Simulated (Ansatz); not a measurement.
**Bands, cutoff and cost in G0W0 for AlN (honeycomb monolayer)**

How do accuracy and time trade against each other in G0W0 on AlN (honeycomb monolayer)?

Method: G0W0 on PBEsol, plane waves, PAW; PAW set soft_1, in Ansatz 0.2.0.

## (1) The structure

The cell holds 2 atoms: 1 Al and 1 N. Cell: a = 3.110 Å, b = 3.110 Å, c = 23.200 Å, α = 90.0°, β = 90.0°, γ = 120.0°. Vacuum lies along c.

The structure was relaxed with PBEsol-D3(BJ). The runs that relaxed it are not among those shown. The Coulomb interaction is cut off across the vacuum.

## (2) 115 empty bands, screening to 41 eV

Now the one-shot GW correction: screening in the RPA, then the self-energy of the levels asked for. This step takes PAW set soft_1 files.

input.yaml

```yaml
crystal:
  lattice:
    - [3.1095284727, 0.0, 0.0]
    - [-1.5547642364, 2.6929306512, 0.0]
    - [0.0, 0.0, 23.2]
  atoms:
    - { symbol: Al, position: [0.3333333333, 0.6666666667, 0.5] }
    - { symbol: "N", position: [0.6666666667, 0.3333333333, 0.5] }
  periodic: [true, true, false]
kpoints:
  mp_grid: { grid: [6, 6, 1] }
hamiltonian:
  xc: pbesol
  pseudopotentials: { kind: paw, azcp: { folder: soft_1 }, xc_functional: pbe }
scf:
  occupations: { method: fixed }
gw:
  n_empty_bands: 115
  ecut_chi: 41
  qp_bands: [v2, c2]
  qp_kpoints: band_edges
  screening: { model: contour_deformation }
```

Launch:

```sh
ansatz run input.yaml --threads 8 --pin off --max-ram 17510MiB --backend cpu --events-out ev --progress --plain --runs-dir out
```

Numbers of over 12 decimals in the logs are rounded to 6 here.

The log of the run:

```text
Engine: ansatz 0.2.0, x86_64-unknown-linux-gnu
Pseudopotentials: kind: paw
Pseudopotential: Al, paw, valence charge 3, recommended cutoff 420 eV (normal), soft_1/Al.paw.azcp
Pseudopotential: N, paw, valence charge 5, recommended cutoff 420 eV (normal), soft_1/N.paw.azcp
Functional definition: PBEsol
  exchange = pbesol_x
  correlation = pbesol_c
Crystal: 2 atoms, lattice volume = 194.271 Å³
Basis set: ecut = 420 eV, 3761 PW (Γ)
Bands: 8, of which v1, the nominal top of the filled ones, is band 4 counted from 1 (3 counted from 0)
Symmetry: 12 space group operations
Space group: P-6m2 (ITA 187), of the structure as read, at distance tolerance 5.8e-5 Å
k-points: 7 of 36 (time reversal used)
Non-local potential: Al, projectors of the file, l = 0: 2, l = 1: 2, l = 2: 1
Non-local potential: N, projectors of the file, l = 0: 2, l = 1: 2, l = 2: 1
PAW form: soft (Blöchl's): semilocal exchange-correlation on the pseudo side does not see the compensation charge
PAW frozen core: Al, regenerated for the run's functional, and the local potential with it (the file was generated under x = pbe(κ = 0.804, μ = 0.219515), c = pbe(β = 0.066725))
PAW frozen core: N, regenerated for the run's functional, and the local potential with it (the file was generated under x = pbe(κ = 0.804, μ = 0.219515), c = pbe(β = 0.066725))
PAW one-centre angular grid: Al, 110 points (default); XC on 64 Gauss nodes
PAW one-centre angular grid: N, 110 points (default); XC on 64 Gauss nodes
Initial density: superposition of atomic densities (neutral atoms: chi_scale 0, normalization atom)
Initial wavefunctions: pseudopotential atomic-orbital guess
Functional: x = pbesol(κ = 0.804, μ = 0.123457), c = pbesol(β = 0.046)
SCF iter   1: F=—  HF=-908.532736 eV  |F-HF|=—  |Δ(HF+E_count)|=         —  Δρ=6.67e-2  dr2=1.21e1  ethr=3.10e-3  ⟨swp⟩=6.4  Hψ=462  notcnv=0  defer=14
preconditioner: auto → none  [insulator: Δε(μ)=6.087 eV  Ē_g=15.234 eV  n_scr=10 (ndim 8)  ℏωp=7.5 eV  f_vac=0.744  ε∞_Penn≈1.2]
SCF iter   2: F=—  HF=-905.680372 eV  |F-HF|=—  |Δ(HF+E_count)|=    2.85e0  Δρ=4.67e-2  dr2=3.24e0  ethr=3.10e-3  ⟨swp⟩=5.4  Hψ=250  notcnv=0  defer=14
SCF iter   3: F=—  HF=-904.813637 eV  |F-HF|=—  |Δ(HF+E_count)|=   8.67e-1  Δρ=1.04e-2  dr2=1.55e-1  ethr=3.10e-3  ⟨swp⟩=3.9  Hψ=172  notcnv=0  defer=13
SCF iter   4: F=—  HF=-904.771885 eV  |F-HF|=—  |Δ(HF+E_count)|=   4.18e-2  Δρ=2.51e-3  dr2=2.07e-2  ethr=1.93e-3  ⟨swp⟩=3.3  Hψ=121  notcnv=0  defer=13
SCF iter   5: F=—  HF=-904.765909 eV  |F-HF|=—  |Δ(HF+E_count)|=   5.98e-3  Δρ=8.77e-4  dr2=2.47e-3  ethr=2.59e-4  ⟨swp⟩=2.7  Hψ=120  notcnv=0  defer=14
SCF iter   6: F=—  HF=-904.765129 eV  |F-HF|=—  |Δ(HF+E_count)|=   7.80e-4  Δρ=1.11e-4  dr2=4.07e-5  ethr=3.08e-5  ⟨swp⟩=2.9  Hψ=100  notcnv=0  defer=14
SCF iter   7: F=—  HF=-904.765120 eV  |F-HF|=—  |Δ(HF+E_count)|=   9.43e-6  Δρ=3.20e-5  dr2=3.35e-6  ethr=5.09e-7  ⟨swp⟩=2.3  Hψ=86  notcnv=0  defer=14
SCF iter   8: F=-904.765119 eV  HF=-904.765119 eV  |F-HF|=1.55e-8  |Δ(HF+E_count)|=   5.92e-7  Δρ=5.45e-6  dr2=3.49e-8  ethr=1.25e-9  ⟨swp⟩=9.7  Hψ=543  notcnv=0
SCF 1 converged in 8 iterations: F = -904.765119 eV  dr2 = 3.49e-8
  greatest PAW one-centre occupation: 0.790 electrons in one spin orbital (limit 2), on the N atom at site 1 (counted from 0), in its partial waves of l = 0
NSCF: frozen V_eff on 7 k-points
G₀W₀ screening: q 1/7
[... further progress lines ...]
SCF converged after 8 iterations
Free energy (F): -904.765119 eV
Harris-Foulkes:  -904.765119 eV  (|F-HF|=1.55e-8)
Internal energy: -904.765119 eV  (E = F + TS)
E sigma→0 (E₀):  -904.765119 eV
Fermi energy:    -5.416928 eV
--- Per-component energies (eV) ---
  E_band       = -81.055505
  E_kinetic    = 153.033953
  E_local      = -3835.052887  (includes V_loc(G=0)·N_el)
  E_nonlocal   = 45.559648
  E_hartree    = 1841.876720
  E_xc         = -96.240140
  E_vxc        = -104.085835  (∫ρ·V_xc dr)
  E_paw        = -580.516634  (= ΣΔE_a)
  E_vpaw       = -24.264775  (= ΣTr[D̂ρ^β])
  E_aug_tail   = 0.000851  (compensation charges beyond the density's cutoff)
  E_ewald      = 1566.526132
  E_core_change = 0.047238  (= ΣΔE_core)
  E_smearing   = -0.000000  (= −TS)
  E_closure    = -0.000000  (closes the sum)
  Σ components = -904.765119   (vs F -904.765119, Δ=0.00e0)
--- Band table (eV; the first three rows and the last of 7) ---
  k-point 0: bands = ["-19.0801", "-7.7197", "-6.1046", "-6.1046", "-2.4249", "-0.3913 (-0.3986°)", "0.1952", "0.7036"]
  k-point 1: bands = ["-18.7837", "-7.3825", "-7.3422", "-6.3094", "-1.5616", "0.0329 (0.0297°)", "0.8195", "1.1787"]
  k-point 2: bands = ["-18.0816", "-9.3621", "-6.6784", "-6.3857", "-0.0091", "0.4416 (0.4417°)", "2.3389", "2.4788"]
  k-point 6: bands = ["-17.4458", "-9.2435", "-9.0749", "-5.4169", "0.6535", "2.7730", "2.8611", "3.7456"]
  ° read free of the cell's end (the report's vacuum.weakly_bound_levels)
--- G₀W₀: contour deformation, 5 samples at zero and on the imaginary axis and 3 off it, 36 q-points, 115 empty bands' worth ---
  eigenvalues of the whole cell's RPA ε∞ on this k-mesh (on a slab, of 1 + 4πα/V) = 1.1056, 1.4745, 1.4745; static W/v taken at q = 0 is 0.790374
  gw.qp_kpoints: band_edges: 7 of 7 stored k-points solved, in 1 pass; an edge of the gap read off the rows below is read off those points alone
    ik  band        ε_KS         Σx   Σc(E_QP)       V_xc       Z   E_QP_lin       E_QP  E_QP is
     0     3     -6.1046   -22.1607     3.4058   -17.7751  0.7766    -7.1010    -7.0843  root
     0     4     -6.1046   -22.1607     3.4058   -17.7751  0.7766    -7.1010    -7.0843  root
     0     5     -2.4249    -4.3997    -2.3015    -7.7543  0.8540    -1.3580    -1.3718  root
     0     6     -0.3913    -1.6670    -1.0292    -3.2706  0.9074     0.1863     0.1831  root
     1     3     -7.3422   -17.2777     3.0165   -12.8037  0.7613    -8.8561    -8.7997  root
     1     4     -6.3094   -22.0969     3.4396   -17.6370  0.7748    -7.3483    -7.3296  root
     1     5     -1.5616    -4.2195    -2.1814    -7.4822  0.8519    -0.4645    -0.4802  root
     1     6      0.0329    -2.3131    -1.2737    -4.3420  0.8891     0.7948     0.7880  root
     2     3     -6.6784   -22.0203     3.5113   -17.4215  0.7713    -7.7884    -7.7659  root
     2     4     -6.3857   -18.0629     2.8557   -13.8970  0.7715    -7.7329    -7.6959  root
     2     5     -0.0091    -4.1060    -2.5668    -7.9043  0.8389     1.2480     1.2224  root
     2     6      0.4416    -4.5820    -2.4701    -8.4128  0.8295     1.8357     1.8022  root
     3     3     -6.8464   -21.9963     3.5455   -17.3354  0.7698    -7.9859    -7.9618  root
     3     4     -5.7164   -19.1126     2.8640   -15.0799  0.7751    -6.9112    -6.8851  root
     3     5     -0.0894    -3.7489    -2.8445    -7.9106  0.8332     1.2565     1.2277  root
     3     6      0.7762    -5.2605    -3.2180   -10.0442  0.8246     2.3873     2.3419  root
     4     3     -6.9346   -21.6740     3.5030   -17.0528  0.7689    -8.0778    -8.0528  root
     4     4     -6.6658   -17.7631     2.8865   -13.5164  0.7690    -8.0683    -8.0260  root
     4     5     -0.3190    -3.7844    -2.3033    -7.2124  0.8457     0.8257     0.8056  root
     4     6      0.5249    -4.1187    -2.0883    -7.4278  0.8422     1.7722     1.7456  root
     5     3     -7.6626   -21.2621     3.6069   -16.4484  0.7607    -8.9026    -8.8695  root
     5     4     -5.7622   -18.9325     2.8356   -14.9156  0.7754    -6.9703    -6.9434  root
     5     5      0.3316    -4.1873    -2.8648    -8.4284  0.8259     1.7416     1.7079  root
     5     6      1.4278    -4.5334    -2.9413    -8.8608  0.8166     2.8581     2.8139  root
     6     3     -9.0749   -20.3524     3.9209   -15.1012  0.7381   -10.4624   -10.4051  root
     6     4     -5.4169   -19.5314     2.8475   -15.5872  0.7767    -6.5353    -6.5134  root
     6     5      0.6535    -3.9536    -3.1745    -8.5061  0.8176     2.0673     2.0316  root
     6     6      2.7730    -5.2222    -3.5781   -10.3008  0.7696     4.3618     4.2735  root
```

Elapsed: 4 s, on 8 threads of Intel Xeon at 2.60GHz (Ice Lake), shared host; peak memory 1.1 GiB; 24 s of CPU time.

Numbers from this step:

```yaml
bands_summed: 119
plane_waves_in_the_screening_matrix: 127
q_points_in_the_mesh: 36
g0w0_gap_on_the_mesh: 5.142 eV
k_of_the_valence_top: 0.3333, 0.3333, 0
k_of_the_conduction_bottom: 0, 0, 0
starting_gap_on_the_mesh: 2.992 eV
z_at_the_valence_top: 0.7767
z_at_the_conduction_bottom: 0.8540
least_direct_g0w0_gap_on_the_computed_points: 5.713 eV
```

The gap on the mesh goes from 2.99 eV to 5.14 eV, a correction of +2.15 eV. Between the two edge states, bare exchange in place of the xc potential would open the gap by 7.30 eV, and correlation takes back 5.15 eV.

## (3) 286 empty bands, screening to 75 eV

Another rung: the empty bands reach about as high as the screening cutoff, so the two stay in balance.

input.yaml: that of step 2 with these lines changed.

```diff
@@ -16,5 +16,6 @@
   occupations: { method: fixed }
+  convergence: { dr2_threshold: 1.0e-10 }
 gw:
-  n_empty_bands: 115
-  ecut_chi: 41
+  n_empty_bands: 286
+  ecut_chi: 75.0
   qp_bands: [v2, c2]
```

The log of the run:

```text
[...]
Crystal: 2 atoms, lattice volume = 194.271 Å³
Basis set: ecut = 420 eV, 3761 PW (Γ)
Bands: 8, of which v1, the nominal top of the filled ones, is band 4 counted from 1 (3 counted from 0)
[... 1 set-up line as in the run before ...]
[...]
k-points: 7 of 36 (time reversal used)
[...]
SCF iter   1: F=—  HF=-908.532736 eV  |F-HF|=—  |Δ(HF+E_count)|=         —  Δρ=6.67e-2  dr2=1.21e1  ethr=3.10e-3  ⟨swp⟩=6.4  Hψ=462  notcnv=0  defer=14
[...]
SCF iter  10: F=-904.765119 eV  HF=-904.765119 eV  |F-HF|=2.79e-11  |Δ(HF+E_count)|=  3.24e-10  Δρ=1.93e-7  dr2=5.66e-11  ethr=1.25e-12  ⟨swp⟩=9.0  Hψ=446  notcnv=0
SCF 1 converged in 10 iterations: F = -904.765119 eV  dr2 = 5.66e-11
[...]
NSCF: frozen V_eff on 7 k-points
G₀W₀ screening: q 1/7
[... further progress lines ...]
SCF converged after 10 iterations
Free energy (F): -904.765119 eV
[...]
Internal energy: -904.765119 eV  (E = F + TS)
E sigma→0 (E₀):  -904.765119 eV
Fermi energy:    -5.416812 eV
[...]
--- Band table (eV; the first three rows and the last of 7) ---
[...]
° read free of the cell's end (the report's vacuum.weakly_bound_levels)
[...]
0     3     -6.1047   -22.1607     3.1236   -17.7751  0.7711    -7.3945    -7.3667  root
     0     4     -6.1047   -22.1607     3.1236   -17.7751  0.7711    -7.3945    -7.3667  root
     0     5     -2.4249    -4.3997    -2.3096    -7.7543  0.8515    -1.3667    -1.3798  root
     0     6     -0.3914    -1.6664    -1.0737    -3.2698  0.9068     0.1408     0.1382  root
     1     3     -7.3421   -17.2776     2.8585   -12.8037  0.7566    -9.0284    -8.9575  root
     1     4     -6.3095   -22.0969     3.1627   -17.6370  0.7695    -7.6370    -7.6066  root
     1     5     -1.5615    -4.2195    -2.2229    -7.4821  0.8500    -0.5079    -0.5218  root
     1     6      0.0328    -2.3125    -1.3397    -4.3410  0.8881     0.7271     0.7216  root
[...]
6     3     -9.0750   -20.3524     3.7107   -15.1012  0.7373   -10.6940   -10.6155  root
     6     4     -5.4168   -19.5313     2.6030   -15.5873  0.7691    -6.7912    -6.7579  root
     6     5      0.6535    -3.9536    -3.2974    -8.5062  0.8161     1.9369     1.9087  root
     6     6      2.7730    -5.2222    -3.7289   -10.3008  0.7669     4.1898     4.1227  root
```

It took 14 s on 8 threads; peak memory 2.6 GiB.

Numbers from this step:

| Quantity | Value |
| --- | --- |
| bands summed | 290 |
| plane waves in the screening matrix | 273 |
| q-points in the mesh | 36 |
| G0W0 gap on the mesh | 5.378 eV |
| k of the valence top | 0.3333, 0.3333, 0 |
| k of the conduction bottom | 0, 0, 0 |
| starting gap on the mesh | 2.992 eV |
| Z at the valence top | 0.7691 |
| Z at the conduction bottom | 0.8515 |
| least direct G0W0 gap on the computed points | 5.987 eV |

Against the run with 6×6×1 mesh, 115 empty bands, screening to 41 eV, PAW set soft_1 files, the gap moves by +0.24 eV.

## (4) Side by side

Times are wall times on 8 threads of Intel Xeon at 2.60GHz (Ice Lake), shared host, good to a factor of about two.

```csv
mesh,files,frequency,bands summed,cutoff (eV),start (eV),G0W0 (eV),time,host memory (GiB)
6×6×1,PAW set soft_1,contour deformation,119,41,2.992,5.142,4 s,1.1
6×6×1,PAW set soft_1,contour deformation,290,75,2.992,5.378,14 s,2.6
```

How the two edges are built up, in eV (the quasiparticle level is the starting level plus Σx plus Σc less Vxc):

```csv
run,edge,start,Σx,Σc,Vxc,Z,QP
119 bands,valence top,-5.42,-19.53,2.85,-15.59,0.78,-6.51
119 bands,conduction bottom,-2.42,-4.40,-2.30,-7.75,0.85,-1.37
290 bands,valence top,-5.42,-19.53,2.60,-15.59,0.77,-6.76
290 bands,conduction bottom,-2.42,-4.40,-2.31,-7.75,0.85,-1.38
```

## (5) Results

```json
{
  "119 bands, 41 eV": "5.142 eV",
  "290 bands, 75 eV": "5.378 eV",
  "estimated limit in bands and cutoff": "5.54 eV",
  "mesh and start": "6×6×1, PBEsol"
}
```

What this shows: A line in one over the bands through the two rungs gives 5.54 eV, +0.16 eV from the top rung; with two points alone it is an unchecked estimate. The rungs stand 0.40 eV (119 bands) and 0.16 eV (290 bands) from it. From 119 to 290 bands the gap moves by +0.24 eV while the time grows 3.5-fold. Σc changes by −0.24 eV at the valence top and −0.01 eV at the conduction bottom, so the valence edge carries most of the change. The mesh in the plane is coarse for a sheet; gap and any exciton binding can still move on denser ones.

[Paths, hosts, dates, memory and timing lines, banners, echoed tables and standing remarks are left out of the program output.]

[Logs are printed without paths, hosts, clocks, repeated set-up lines and the standing remarks that a program may print on its own settings, such as how far it seeks lower states.]

[Runs of the session that timed out or met a known fault of the program may be left out.]

[Cells called generated may have been cut or substituted from an entry of the Crystallography Open Database or the Materials Project.]

[Hosts, paths, dates, database ids (printed as entryN), source tags and the programs' standing remarks are cut or masked in the printed files.]
